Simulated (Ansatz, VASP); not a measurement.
ZnSe (Stilleite) in VASP and in Ansatz

INCAR

```
PREC = Accurate
ENCUT = 520
EDIFF = 1E-6
ISMEAR = -1
SIGMA = 0.05
LREAL = False
LASPH = True
NELM = 100
ALGO = Normal
ISIF = 2
LWAVE = False
LCHARG = False
GGA = PS
NBANDS = 16
```

The input KPOINTS:

```
Automatic mesh
0
Gamma
  7 7 7
```

The input POSCAR:

```
ZnSe
1.0
    0.0000000000      2.8338000000      2.8054620000
    2.8338000000      0.0000000000      2.8054620000
    2.8338000000      2.8338000000      0.0000000000
Se Zn
1 1
Direct
    0.7500000000      0.7500000000      0.7500000000
    0.0000000000      0.0000000000      0.0000000000
```

Contents of input.yaml:

```yaml
crystal:
  lattice:
    - [0.0, 2.8338, 2.805462]
    - [2.8338, 0.0, 2.805462]
    - [2.8338, 2.8338, 0.0]
  atoms:
    - { symbol: Se, position: [0.75, 0.75, 0.75] }
    - { symbol: Zn, position: [0.0, 0.0, 0.0] }
hamiltonian:
  xc: pbesol
  pseudopotentials: { kind: paw }
kpoints:
  mp_grid: { grid: [7, 7, 7] }
  band_path:
    path:
      - [[0.0, 0.0, 0.0], [0.0, 0.5, 0.5], [0.2550760127, 0.5, 0.7550760127], [0.3775380063, 0.3775380063, 0.7550760127], [0.0, 0.0, 0.0], [-0.5, -0.5, 0.0], [-0.3775380063, -0.3775380063, 0.2449239873], [0.0, 0.0, 0.5], [-0.25, 0.25, 0.5], [-0.5, -0.2550760127, 0.2449239873], [-0.5, -0.5, 0.0]]
      - [[0.0, 0.5, 0.5], [-0.25, 0.25, 0.5]]
    npoints: 14
scf:
  occupations: { method: fermi_dirac, width: 0.05 }
  n_extra_bands: 6
output:
  forces: true
  stress: true
  eigenvalues: true
  fatbands: false
  write_density: true
  write_potential: true
  elf: true
  volumetric_format: npy
```

Alike in both runs: functional PBEsol; k mesh 7 × 7 × 7; occupations fermi-dirac, width 0.05 eV; no spin polarisation.

|  | VASP | Ansatz |
| --- | --- | --- |
| version | VASP 6.6.1 | Ansatz 0.2.0 |
| potentials or method | VASP PAW PBE potentials, release 64 (Se, Zn) | Ansatz PAW |
| plane-wave cutoff (eV) | 520 | 420 |
| valence electrons in the cell | 18 | 28 |
| task | single point | band structure |

|  | VASP | Ansatz | Ansatz less VASP |
| --- | --- | --- | --- |
| gap on the k mesh at the Fermi level (eV) | 1.19 | 1.18 | -0.004 |
| least direct gap on the mesh (eV) | 1.19 | 1.18 | -0.004 |
| pressure (GPa) | -0.2 | -0.5 | -0.26 |
| largest component of the traceless stress (GPa) | 0.24 | 0.24 | +0.001 |

The two sets of potentials don't hold the same shells in valence.

Caveats: the PAW data sets were made with another functional, which shifts forces and pressure a little (VASP); the PAW data sets come from PBE, with cores solved anew for the run's functional, which leaves a small shift of forces and pressure (Ansatz). Expect the measured gap to be larger: semilocal functionals such as PBEsol lack the derivative discontinuity.
